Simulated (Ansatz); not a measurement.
# Point defect: Zn vacancy in ZnS

Level of theory: DFT LDA, scalar-relativistic, plane waves, PAW in Ansatz. (420 eV cutoff, 2×2×2 k-mesh, shifted by half a step, Gaussian smearing of 0.01 eV, collinear spin)

Host crystal, relaxed:

```yaml
crystal:
  lattice:
    - [0.00000, 2.64842, 2.64842]
    - [2.64842, 0.00000, 2.64842]
    - [2.64842, 2.64842, 0.00000]
  atoms:
    - { symbol: Zn, position: [0.00000, 0.00000, 0.00000] }
    - { symbol: S, position: [0.75000, 0.75000, 0.75000] }
```

Supercell of 32 atoms, rows in host cell vectors: 1 1 -3; 1 1 1; 1 -3 1. Atoms relax at the host's cell from a start displaced at random by 0.06 Å near the defect, so other minima may exist. The cell is small, so energies carry finite-size errors of tenths of an eV. The host's Kohn–Sham gap is 2.13 eV.

Starting moments were lost in some runs.

Defect: Zn vacancy, charge -2.

Command:

```bash
ansatz run input.yaml --threads 4 --pin off --max-ram 8192MiB --backend cpu --events-out ev --progress --plain --runs-dir out
```

The input:

```yaml
crystal:
  lattice:
    - [-5.296847862, -5.296847862, 5.296847862]
    - [5.296847862, 5.296847862, 5.296847862]
    - [-5.296847862, 5.296847862, -5.296847862]
  atoms:
    - { symbol: Zn, position: [-0.0065207732, 0.4995764065, 0.5000775356] }
    - { symbol: Zn, position: [0.7506401615, 0.7425062319, 0.500730528] }
    - { symbol: Zn, position: [0.250367666, 0.4995342027, 0.2504006482] }
    - { symbol: Zn, position: [5.10482e-05, 0.7495393971, 0.2429671222] }
    - { symbol: Zn, position: [0.7504245517, -0.0003947836, 0.2504029841] }
    - { symbol: Zn, position: [0.4999988114, 0.4996087295, -0.006579268] }
    - { symbol: Zn, position: [0.2429637256, 0.7495126092, 4.87446e-05] }
    - { symbol: Zn, position: [0.0006585271, -0.0070561426, 0.0006796121] }
    - { symbol: Zn, position: [0.7501240611, 0.2497762069, -0.0069014519] }
    - { symbol: Zn, position: [0.5006736045, 0.7424881397, 0.7506635779] }
    - { symbol: Zn, position: [0.250401501, -0.0004064925, 0.7503947303] }
    - { symbol: Zn, position: [-0.0068782409, 0.2497053807, 0.7501207066] }
    - { symbol: Zn, position: [0.50726329, 0.0061104985, 0.5072505269] }
    - { symbol: Zn, position: [0.2579270125, 0.2567335115, 0.5077994609] }
    - { symbol: Zn, position: [0.5077506585, 0.2566936278, 0.2577987259] }
    - { symbol: S, position: [-0.0127277524, 0.7394356932, -0.0123499449], spin: 0.5 }
    - { symbol: S, position: [0.2505282553, 0.7489360788, 0.7502856205] }
    - { symbol: S, position: [-0.0001463524, -0.0001005966, 0.7505096774] }
    - { symbol: S, position: [0.5010302411, 0.7499427035, 0.5010566339] }
    - { symbol: S, position: [0.2502402201, -0.0007249777, 0.4995556126] }
    - { symbol: S, position: [0.001291772, 0.2502698204, 0.5009359092] }
    - { symbol: S, position: [0.7502728149, 0.7489207885, 0.2505583196] }
    - { symbol: S, position: [0.4995278606, -0.0007312457, 0.2501838937] }
    - { symbol: S, position: [0.2506537761, 0.2491600902, 0.2506356271] }
    - { symbol: S, position: [-0.0002577464, 0.4996195805, 0.2501774056] }
    - { symbol: S, position: [0.7505103643, -4.45645e-05, -0.0001610388] }
    - { symbol: S, position: [0.5009026201, 0.2502921861, 0.0012007023] }
    - { symbol: S, position: [0.2501124718, 0.4996002784, -0.0002391404] }
    - { symbol: S, position: [0.7515441763, 0.2595330091, 0.7513025653], spin: 0.5 }
    - { symbol: S, position: [0.510795856, 0.4973446011, 0.7512213188], spin: 0.5 }
    - { symbol: S, position: [0.754802886, 0.4989954853, 0.5141424934], spin: 0.5 }
  host:
    lattice:
      - [0.0, 2.648423931, 2.648423931]
      - [2.648423931, 0.0, 2.648423931]
      - [2.648423931, 2.648423931, 0.0]
    atoms:
      - { symbol: Zn, position: [0.0, 0.0, 0.0] }
      - { symbol: S, position: [0.75, 0.75, 0.75] }
total_charge: -2
basis:
  ecutwfc: 420
  xc_grid: 2
kpoints:
  mp_grid: { grid: [2, 2, 2], shift: [0.5, 0.5, 0.5] }
hamiltonian:
  xc: lda
scf:
  occupations: { method: gaussian, width: 0.01 }
output:
  forces: true
  stress: false
  eigenvalues: true
  populations: true
  charged_corrections:
    defect_position: [0.75, 0.5, 0.75]
    epsilon: [[8.8171, 0.0, 0.0], [0.0, 8.8171, 0.0], [0.0, 0.0, 8.8171]]
  write_density: true
  write_potential: true
  elf: true
  volumetric_format: npy
magnetization:
  spin_polarized: true
relax:
  adjacent_minimum: "off"
  f_tol: 0.025
  max_steps: 45
```

From the output:

```
Warning: RAYON_NUM_THREADS=4 ignored (pool sized by the plan → 4); use --threads N
Crystal: 31 atoms, lattice volume = 594.446 Å³
Basis set: ecut = 420 eV, 11537 PW (Γ), exchange–correlation on 128×128×128 points (8 copies of the dense FFT grid, shifted against one another)
Bands: 171, of which v1, the nominal top of the filled ones, is band 139 counted from 1 (138 counted from 0)
Symmetry: 1 space group operations
Space group: P1 (ITA 1), of the structure as read, at distance tolerance 8.4e-5 Å
k-points: 4 of 8 (time reversal used)
relax step   1: F+E_penalty+E_count = -62616.91306011 eV  Δ(F+E_penalty+E_count) = +0.000e0 eV  max|allowed force component| = 4.513e-1 eV/Å  Δτ_max = 0.0000 Å
relax step   2: F+E_penalty+E_count = -62616.94317468 eV  Δ(F+E_penalty+E_count) = -3.011e-2 eV  max|allowed force component| = 1.924e-1 eV/Å  Δτ_max = 0.0297 Å
relax step   3: F+E_penalty+E_count = -62616.95380560 eV  Δ(F+E_penalty+E_count) = -1.063e-2 eV  max|allowed force component| = 3.794e-3 eV/Å  Δτ_max = 0.0174 Å
relax step   4: F+E_penalty+E_count = -62616.95380561 eV  Δ(F+E_penalty+E_count) = -7.713e-9 eV  max|allowed force component| = 3.789e-3 eV/Å  Δτ_max = 0.0000 Å
SCF converged after 3 iterations
Free energy (F): -62616.953806 eV
E sigma→0 (E₀):  -62616.953806 eV
Fermi energy:    7.552148 eV
```

The relaxation gained 0.04 eV in 4 steps. The run took 4 min on 4 threads of Intel(R) Xeon(R) Processor @ 2.70GHz, with other jobs on the host, peak memory 2.3 GiB.